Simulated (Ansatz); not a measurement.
# Relaxing TiAl3

Theory: DFT PBE, scalar-relativistic, plane waves, PAW in Ansatz. Settings: 420 eV cutoff, 12×12×12 k-mesh, Gaussian smearing of 0.10 eV, no spin polarisation.

What was changed: relaxed at 90 GPa.

Other phases may be more stable at this pressure.

Command:

```bash
ansatz run input.yaml --threads 1 --pin off --max-ram 2560MiB --backend cpu --events-out ev --progress --plain --runs-dir out
```

Input:

```yaml
crystal:
  lattice:
    - [3.5373559733, 0.0, 0.0]
    - [0.0, 3.5373559733, 0.0]
    - [0.0, 0.0, 3.5373559733]
  atoms:
    - { symbol: Ti, position: [0.0, 0.0, 0.0] }
    - { symbol: Al, position: [0.5, 0.5, 0.0] }
    - { symbol: Al, position: [0.5, 0.0, 0.5] }
    - { symbol: Al, position: [0.0, 0.5, 0.5] }
basis:
  ecutwfc: 420
kpoints:
  mp_grid: { grid: [12, 12, 12] }
hamiltonian:
  xc: pbe
scf:
  occupations: { method: gaussian, width: 0.1 }
output:
  forces: true
  stress: true
  eigenvalues: true
  write_density: true
  write_potential: true
  elf: true
  volumetric_format: npy
relax:
  adjacent_minimum: "off"
  f_tol: 0.008
  max_steps: 50
  cell: { stress_tol: 0.08, p_target: 90.0 }
```

F is the free energy. Steps run on the plane waves of an earlier cell, but the last one, and at times one on the way, on a freshly chosen basis, so a repeated geometry can differ a little in energy. The relaxation lowers the enthalpy F + PV at the target pressure, so F itself can rise.

Steps:

```tsv
step	F − F(1) (eV)	largest force component (eV/Å)	V (Å³/atom)	P (GPa)
1	0.0000	0.000	11.066	75.26
2	0.8988	0.000	10.630	90.47
3	0.8694	0.000	10.643	89.98
4	0.8701	0.000	10.643	89.96
```

Relaxed structure:

```
CELL_PARAMETERS angstrom
3.49171 0.00000 0.00000
0.00000 3.49171 0.00000
0.00000 0.00000 3.49171
ATOMIC_POSITIONS crystal
Ti 0.00000 0.00000 0.00000
Al 0.50000 0.50000 0.00000
Al 0.50000 0.00000 0.50000
Al 0.00000 0.50000 0.50000
```

Symmetry: Pm-3m, No. 221, cubic system. The conventional cell has a = 3.492 Å, b = 3.492 Å, c = 3.492 Å, α = 90.00°, β = 90.00°, γ = 90.00°. Ti (site symmetry m-3m) is surrounded by 12 Al at 2.47 Å. Al (site symmetry 4/mmm) is surrounded by 4 Ti at 2.47 Å and 8 Al at 2.47 Å.

The run converged. The run took 14 s on 1 thread of Arm Neoverse V2, on a shared host, peak memory 0.35 GiB.